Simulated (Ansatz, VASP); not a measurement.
**AlN: VASP beside Ansatz**

One calculation is typed for both programs; each brings its own data sets. How far apart do they land? The cell is taken from a series of runs on this material, whose earlier steps may have relaxed, scaled, displaced or heated it; both programs get it as it stands.

Method: plane waves, with VASP 6.6.1 beside it; PBEsol, in Ansatz 0.2.0.

**1. Set-up**

The structure is hexagonal, space group P6_3mc (No. 186). The conventional cell has a = 3.096 Å, b = 3.096 Å, c = 5.034 Å, α = 90.00°, β = 90.00°, γ = 120.00°. Al has 4 N at 1.89 Å nearest. N has 4 Al at 1.89 Å nearest. Farther neighbours and most contacts between anions are not listed.

Structure file:

```xyz
16
Lattice="6.1919 0.0000 0.0000 -3.0960 5.3624 0.0000 0.0000 0.0000 5.0337" Properties=species:S:1:pos:R:3 pbc="T T T"
Al    0.0000    1.7875    0.0000
Al    1.5480    0.8937    2.5169
Al   -1.5480    4.4686    0.0000
Al    0.0000    3.5749    2.5169
Al    3.0960    1.7875    0.0000
Al    4.6439    0.8937    2.5169
Al    1.5480    4.4686    0.0000
Al    3.0960    3.5749    2.5169
N     1.5480    0.8937    0.6237
N     0.0000    1.7875    3.1406
N     0.0000    3.5749    0.6237
N    -1.5480    4.4686    3.1406
N     4.6439    0.8937    0.6237
N     3.0960    1.7875    3.1406
N     3.0960    3.5749    0.6237
N     1.5480    4.4686    3.1406
```

**2. VASP: relaxation of cell and atoms, PBEsol**

The relaxed volume is the usual yardstick between codes: in a stiff, nearly cubic crystal its relative difference is about their pressure difference at one cell divided by the bulk modulus.

Lines of VASP's logs that name or quote its potential files are left out, and so is its time.

INCAR

```
SYSTEM = AlN
PREC = Accurate
ENCUT = 600
EDIFF = 1E-07
NELM = 120
ISMEAR = -1
SIGMA = 0.02
LREAL = .FALSE.
ALGO = Normal
GGA = PS
NBANDS = 48
LORBIT = 11
LWAVE = .FALSE.
LCHARG = .FALSE.
ISIF = 3
IBRION = 2
NSW = 80
EDIFFG = -0.005
LASPH = .TRUE.
GGA_COMPAT = .FALSE.
NELMIN = 4
EFERMI = MIDGAP
KPAR = 4
```

POSCAR

```
AlN
1.0
    6.1919325300      0.0000000000      0.0000000000
   -3.0959662600      5.3623708700      0.0000000000
    0.0000000000      0.0000000000      5.0337363000
Al N
8 8
Direct
    0.1666666767      0.3333333433      0.0000000000
    0.3333333433      0.1666666767      0.5000000000
    0.1666666767      0.8333333433      0.0000000000
    0.3333333433      0.6666666767      0.5000000000
    0.6666666767      0.3333333433      0.0000000000
    0.8333333433      0.1666666767      0.5000000000
    0.6666666767      0.8333333433      0.0000000000
    0.8333333433      0.6666666767      0.5000000000
    0.3333333433      0.1666666767      0.1239072100
    0.1666666767      0.3333333433      0.6239072100
    0.3333333433      0.6666666767      0.1239072100
    0.1666666767      0.8333333433      0.6239072100
    0.8333333433      0.1666666767      0.1239072100
    0.6666666767      0.3333333433      0.6239072100
    0.8333333433      0.6666666767      0.1239072100
    0.6666666767      0.8333333433      0.6239072100
```

KPOINTS

```
Automatic mesh
0
Gamma
5 5 5
0 0 0
```

PAW data sets: Al and N (PBE family, release 64).

Run with:

```
> mpirun -np 4 vasp_std
```

Numbers of over 12 decimals in the logs are rounded to 6 here.

The log of the run:

```text
[banner, memory and clock lines left out]
running    4 mpi-ranks, on    1 nodes
 distrk:  each k-point on    1 cores,    4 groups
 distr:  one band on    1 cores,    1 groups

 POSCAR found type information on POSCAR AlN
 POSCAR found :  2 types and      16 ions
|                                                                             |
|               ----> ADVICE to this user running VASP <----                  |
|                                                                             |
|     You enforced a specific xc type in the INCAR file but a different       |
|     [... a line on the potential file left out ...]
|     I HOPE YOU KNOW WHAT YOU ARE DOING!                                     |
|                                                                             |

 LDA part: xc-table for (Slater+PW92), standard interpolation
 POSCAR, INCAR and KPOINTS ok, starting setup
 FFT: planning ... GRIDC
 FFT: planning ... GRID_SOFT
 FFT: planning ... GRID
 WAVECAR not read
 entering main loop
       N       E                     dE             d eps       ncg     rms          rms(c)
DAV:   1     0.264008397150E+03    0.26401E+03   -0.32230E+04  1440   0.135E+03
DAV:   2    -0.116786992813E+03   -0.38080E+03   -0.35977E+03  1816   0.269E+02
DAV:   3    -0.142746326053E+03   -0.25959E+02   -0.25776E+02  1840   0.762E+01
DAV:   4    -0.143050696712E+03   -0.30437E+00   -0.30374E+00  1768   0.884E+00
DAV:   5    -0.143055226823E+03   -0.45301E-02   -0.45289E-02  1760   0.104E+00    0.234E+01
DAV:   6    -0.125451270847E+03    0.17604E+02   -0.61445E+01  1744   0.312E+01    0.839E+00
DAV:   7    -0.125372698661E+03    0.78572E-01   -0.25539E+00  1672   0.659E+00    0.565E+00
DAV:   8    -0.125243230025E+03    0.12947E+00   -0.30222E-01  1608   0.299E+00    0.867E-01
DAV:   9    -0.125225971881E+03    0.17258E-01   -0.65393E-02  1784   0.972E-01    0.470E-01
DAV:  10    -0.125227231851E+03   -0.12600E-02   -0.60895E-03  1680   0.316E-01    0.306E-01
DAV:  11    -0.125226878327E+03    0.35352E-03   -0.97797E-04  1688   0.129E-01    0.604E-02
DAV:  12    -0.125226878263E+03    0.63597E-07   -0.18749E-05  1664   0.240E-02    0.121E-02
DAV:  13    -0.125226875748E+03    0.25146E-05   -0.21117E-05  1760   0.187E-02    0.816E-03
DAV:  14    -0.125226875844E+03   -0.95751E-07   -0.88608E-07  1664   0.403E-03
   1 F= -.12522688E+03 E0= -.12522688E+03  d E =-.125227E+03
[...]
2 F= -.12525550E+03 E0= -.12525550E+03  d E =-.286239E-01
[...]
3 F= -.12525881E+03 E0= -.12525881E+03  d E =-.319295E-01
[...]
4 F= -.12526062E+03 E0= -.12526062E+03  d E =-.181371E-02
 trial-energy change:   -0.001814  1 .order   -0.001748   -0.013568    0.010072
 step:   0.6348(harm=  0.6304)  dis= 0.00053  next Energy=  -125.262739 (dE=-0.393E-02)
 bond charge predicted
       N       E                     dE             d eps       ncg     rms          rms(c)
DAV:   1    -0.125265950235E+03   -0.53312E-02   -0.14382E-01  1440   0.180E+00    0.332E-01
DAV:   2    -0.125263410217E+03    0.25400E-02   -0.52704E-03  1704   0.340E-01    0.153E-01
DAV:   3    -0.125262849934E+03    0.56028E-03   -0.13415E-03  1752   0.157E-01    0.495E-02
DAV:   4    -0.125262776897E+03    0.73037E-04   -0.32522E-04  1704   0.762E-02    0.231E-02
DAV:   5    -0.125262762866E+03    0.14031E-04   -0.64468E-05  1752   0.332E-02    0.910E-03
DAV:   6    -0.125262762011E+03    0.85500E-06   -0.30882E-06  1576   0.878E-03    0.493E-03
DAV:   7    -0.125262761643E+03    0.36789E-06   -0.10432E-06  1728   0.406E-03    0.120E-03
DAV:   8    -0.125262761619E+03    0.24085E-07   -0.13157E-07   832   0.172E-03
   5 F= -.12526276E+03 E0= -.12526276E+03  d E =-.395625E-02
 curvature:  -0.41 expect dE=-0.153E-05 dE for cont linesearch -0.356E-07
 trial: gam= 0.00708 g(F)=  0.264E-05 g(S)=  0.112E-05 ort =-0.374E-04 (trialstep = 0.101E+01)
 search vector abs. value=  0.403E-05
 reached required accuracy - stopping structural energy minimisation
```

Parts of OUTCAR (step 2):

```text
ion  position               nearest neighbor table
   1  0.167  0.333  0.000-  10 1.89   9 1.89  11 1.89  13 1.89   2 3.09   2 3.09   4 3.09   4 3.09
                             6 3.09   6 3.09   3 3.10   3 3.10   5 3.10   5 3.10   7 3.10   7 3.10
   2  0.333  0.167  0.500-   9 1.89  10 1.89  12 1.89  14 1.89   1 3.09   1 3.09   3 3.09   3 3.09
                             5 3.09   5 3.09   4 3.10   4 3.10   6 3.10   6 3.10   8 3.10   8 3.10
   3  0.167  0.833  0.000-  12 1.89  11 1.89   9 1.89  15 1.89   4 3.09   4 3.09   2 3.09   2 3.09
                             8 3.09   8 3.09   1 3.10   1 3.10   7 3.10   7 3.10   5 3.10   5 3.10
   4  0.333  0.667  0.500-  11 1.89  12 1.89  10 1.89  16 1.89   3 3.09   3 3.09   1 3.09   1 3.09
                             7 3.09   7 3.09   2 3.10   2 3.10   8 3.10   8 3.10   6 3.10   6 3.10
   5  0.667  0.333  0.000-  14 1.89  13 1.89  15 1.89   9 1.89   6 3.09   6 3.09   8 3.09   8 3.09
                             2 3.09   2 3.09   7 3.10   7 3.10   1 3.10   1 3.10   3 3.10   3 3.10
   6  0.833  0.167  0.500-  13 1.89  14 1.89  16 1.89  10 1.89   5 3.09   5 3.09   7 3.09   7 3.09
                             1 3.09   1 3.09   8 3.10   8 3.10   2 3.10   2 3.10   4 3.10   4 3.10
   7  0.667  0.833  0.000-  16 1.89  15 1.89  13 1.89  11 1.89   8 3.09   8 3.09   6 3.09   6 3.09
                             4 3.09   4 3.09   5 3.10   5 3.10   3 3.10   3 3.10   1 3.10   1 3.10
   8  0.833  0.667  0.500-  15 1.89  16 1.89  14 1.89  12 1.89   7 3.09   7 3.09   5 3.09   5 3.09
                             3 3.09   3 3.09   6 3.10   6 3.10   4 3.10   4 3.10   2 3.10   2 3.10
   9  0.333  0.167  0.124-   2 1.89   1 1.89   3 1.89   5 1.89
  10  0.167  0.333  0.624-   1 1.89   2 1.89   4 1.89   6 1.89
  11  0.333  0.667  0.124-   4 1.89   3 1.89   1 1.89   7 1.89
  12  0.167  0.833  0.624-   3 1.89   4 1.89   2 1.89   8 1.89
  13  0.833  0.167  0.124-   6 1.89   5 1.89   7 1.89   1 1.89
  14  0.667  0.333  0.624-   5 1.89   6 1.89   8 1.89   2 1.89
  15  0.833  0.667  0.124-   8 1.89   7 1.89   5 1.89   3 1.89
  16  0.667  0.833  0.624-   7 1.89   8 1.89   6 1.89   4 1.89

  LATTYP: Found a hexagonal cell.
 ALAT       =     6.1919325300
 C/A-ratio  =     0.8129507671

 Subroutine GETGRP returns: Found 12 space group operations
 (whereof  6 operations were pure point group operations)

The static configuration has the point symmetry C_3v.
 The point group associated with its full space group is C_6v.

 Found     15 irreducible k-points:

   k-points           NKPTS =     15   k-points in BZ     NKDIM =     15   number of bands    NBANDS=     48

   dimension x,y,z NGX =    50 NGY =   50 NGZ =   40
   dimension x,y,z NGXF=   100 NGYF=  100 NGZF=   80

   ENCUT  =  600.0 eV  44.10 Ry    6.64 a.u.  12.37 12.37 10.05*2*pi/ulx,y,z

   NELECT =      64.0000    total number of electrons

 k-points in reciprocal lattice and weights: Automatic mesh
   0.00000000  0.00000000  0.00000000       0.008
   0.20000000  0.00000000  0.00000000       0.048
   0.40000000  0.00000000  0.00000000       0.048
   0.20000000  0.20000000  0.00000000       0.048
   0.40000000  0.20000000  0.00000000       0.048
   0.00000000  0.00000000  0.20000000       0.016
   0.20000000  0.00000000  0.20000000       0.096
   0.40000000  0.00000000  0.20000000       0.096
   0.20000000  0.20000000  0.20000000       0.096
[...]
0.20000000  0.20000000  0.40000000       0.096
   0.40000000  0.20000000  0.40000000       0.096

 average (electrostatic) potential at core
       1 -71.3815       2 -71.3815       3 -71.3815       4 -71.3815       5 -71.3815
       6 -71.3815       7 -71.3815       8 -71.3815       9 -60.0100      10 -60.0100
      11 -60.0100      12 -60.0100      13 -60.0100      14 -60.0100      15 -60.0100
      16 -60.0100

 E-fermi :   8.1165

 k-point     1 :       0.0000    0.0000    0.0000
  band No.  band energies     occupation
    ...
     28       5.3547      2.00000
     29       5.3547      2.00000
     30       5.8332      2.00000
     31       5.8332      2.00000
     32       6.0576      2.00000
     33      10.1753      0.00000
     34      11.7250      0.00000
     35      11.7250      0.00000
     36      11.7250      0.00000
     37      11.7322      0.00000
    ...

 k-point     2 :       0.2000    0.0000    0.0000
  band No.  band energies     occupation
    ...
     28       5.0205      2.00000
     29       5.2603      2.00000
     30       5.4085      2.00000
     31       5.8130      2.00000
     32       6.0005      2.00000
     33      10.7538      0.00000
     34      11.7284      0.00000
     35      11.7284      0.00000
     36      11.9119      0.00000
     37      12.0590      0.00000
    ...

 k-point     3 :       0.4000    0.0000    0.0000
  band No.  band energies     occupation
    ...
     28       4.6548      2.00000
     29       5.3703      2.00000
     30       5.5480      2.00000
     31       5.7102      2.00000
     32       5.7936      2.00000
     33      11.6535      0.00000
     34      11.6535      0.00000
     35      11.7813      0.00000
     36      12.2374      0.00000
     37      12.9890      0.00000
    ...

  Total       -0.0124259     -0.0124259      0.0078611     -0.0000000      0.0000000      0.0000000
  in kB       -0.1190278     -0.1190278      0.0753015     -0.0000000      0.0000000      0.0000000
  external PRESSURE =      -0.0542514 kB  Pullay stress =       0.0000000 kB

  energy-cutoff  :      600.00
  volume of cell :      167.26
      direct lattice vectors                 reciprocal lattice vectors
     6.226209683  0.000000000 -0.000000000     0.160611359  0.092729011 -0.000000000
    -3.113104836  5.392055755 -0.000000000    -0.000000000  0.185458023 -0.000000000
    -0.000000000  0.000000000  4.982090379    -0.000000000  0.000000000  0.200718960

 POSITION                                       TOTAL-FORCE (eV/Angst)
 -----------------------------------------------------------------------------------
      0.00000      1.79735      0.01466         0.000000     -0.000000      0.001849
      1.55655      0.89868      2.50570        -0.000000      0.000000      0.001849
     -1.55655      4.49338      0.01466         0.000000     -0.000000      0.001849
      0.00000      3.59470      2.50570        -0.000000      0.000000      0.001849
      3.11310      1.79735      0.01466         0.000000     -0.000000      0.001849
      4.66966      0.89868      2.50570        -0.000000      0.000000      0.001849
      1.55655      4.49338      0.01466         0.000000     -0.000000      0.001849
      3.11310      3.59470      2.50570        -0.000000      0.000000      0.001849
      1.55655      0.89868      0.60266         0.000000      0.000000     -0.001849
      0.00000      1.79735      3.09370        -0.000000     -0.000000     -0.001849
      0.00000      3.59470      0.60266        -0.000000      0.000000     -0.001849
     -1.55655      4.49338      3.09370        -0.000000     -0.000000     -0.001849
      4.66966      0.89868      0.60266         0.000000      0.000000     -0.001849
      3.11310      1.79735      3.09370         0.000000     -0.000000     -0.001849
      3.11310      3.59470      0.60266         0.000000      0.000000     -0.001849
      1.55655      4.49338      3.09370         0.000000     -0.000000     -0.001849
 -----------------------------------------------------------------------------------
    total drift:                               -0.000081     -0.000142     -0.000813

  FREE ENERGIE OF THE ION-ELECTRON SYSTEM (eV)
  ---------------------------------------------------
  free  energy   TOTEN  =      -125.2627616189 eV

  energy  without entropy=     -125.2627616189  energy(sigma->0) =     -125.26276162

 reached required accuracy - stopping structural energy minimisation

 total charge
# of ion       s       p       d       tot
------------------------------------------
    1        0.369   0.442   0.000   0.811
    2        0.369   0.442   0.000   0.811
    3        0.369   0.442   0.000   0.811
    4        0.369   0.442   0.000   0.811
    5        0.369   0.442   0.000   0.811
    6        0.369   0.442   0.000   0.811
    7        0.369   0.442   0.000   0.811
    8        0.369   0.442   0.000   0.811
    9        1.214   2.618   0.000   3.833
   10        1.214   2.618   0.000   3.833
   11        1.214   2.618   0.000   3.833
   12        1.214   2.618   0.000   3.833
   13        1.214   2.618   0.000   3.833
   14        1.214   2.618   0.000   3.833
   15        1.214   2.618   0.000   3.833
   16        1.214   2.618   0.000   3.833
--------------------------------------------------
tot         12.665  24.480   0.000  37.146

[... 3 further parts left out ...]
```

CONTCAR:

```
AlN
   1.00000000000000
     6.2262096829397580    0.0000000000319392   -0.0000000000000000
    -3.1131048364145397    5.3920557552075783   -0.0000000000000000
    -0.0000000000000000    0.0000000000000000    4.9820903787780226
  Al              N
     8     8
Direct
     0.1666666766999967    0.3333333432999979    0.0029419824860151
     0.3333333432999979    0.1666666766999967    0.5029419824860152
     0.1666666766999967    0.8333333432999979    0.0029419824860151
     0.3333333432999979    0.6666666766999967    0.5029419824860152
     0.6666666766999967    0.3333333432999979    0.0029419824860151
     0.8333333432999979    0.1666666766999967    0.5029419824860152
     0.6666666766999967    0.8333333432999979    0.0029419824860151
     0.8333333432999979    0.6666666766999967    0.5029419824860152
     0.3333333432999979    0.1666666766999967    0.1209652275139836
     0.1666666766999967    0.3333333432999979    0.6209652275139835
     0.3333333432999979    0.6666666766999967    0.1209652275139836
     0.1666666766999967    0.8333333432999979    0.6209652275139835
     0.8333333432999979    0.1666666766999967    0.1209652275139836
     0.6666666766999967    0.3333333432999979    0.6209652275139835
     0.8333333432999979    0.6666666766999967    0.1209652275139836
     0.6666666766999967    0.8333333432999979    0.6209652275139835
```

The run keeps the 12 symmetry operations of its start, so it cannot find a distortion of lower symmetry.

(Continued in part 2 of 2.)

[Lines on the potential files, build, host, timing and source positions are cut from VASP's logs without a mark.]

[Logs are printed without paths, hosts, clocks, repeated set-up lines and the standing remarks that a program may print on its own settings, such as how far it seeks lower states.]

[Hosts, paths, dates, database ids (printed as entryN), source tags and the programs' standing remarks are cut or masked in the printed files.]
